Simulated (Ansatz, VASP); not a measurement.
**Two plane-wave programs on Rh**

```
CELL_PARAMETERS angstrom
2.73098 0.00000 0.00000
-1.36549 2.36510 0.00000
0.00000 0.00000 4.42849
ATOMIC_POSITIONS crystal
Rh 0.66667 0.33333 0.75000
Rh 0.33333 0.66667 0.25000
```

Alike in both runs: task single point; functional PBE; k mesh 6 × 6 × 4; occupations methfessel-paxton of order 1, width 0.098 eV; collinear spin.

```csv
,VASP,Ansatz
version,VASP 6.6.1,Ansatz 0.2.0
potentials or method,"VASP PAW PBE potentials, release 64 (Rh_pv)","scalar-relativistic, plane waves, PAW"
plane-wave cutoff (eV),520,420
valence electrons in the cell,30,34
```

|  | VASP | Ansatz | Ansatz less VASP |
| --- | --- | --- | --- |
| gap on the k mesh at the Fermi level (eV) | none | none | - |
| pressure (GPa) | -3.4 | -3.5 | -0.04 |
| largest component of the traceless stress (GPa) | 3.26 | 3.28 | +0.023 |
| net moment per atom (μB) | 0.00 | 0.00 | 0.000 |

A gap of «none» marks a metal or a gap that the smearing closes. The functional is the same, so the differences come from potentials, cutoffs and numerics. The two sets of potentials don't hold the same shells in valence. Ansatz warned: «seeded_moment_not_kept».

Caveats: the k mesh is coarse (spacing up to 0.44 Å⁻¹), so the values aren't converged.
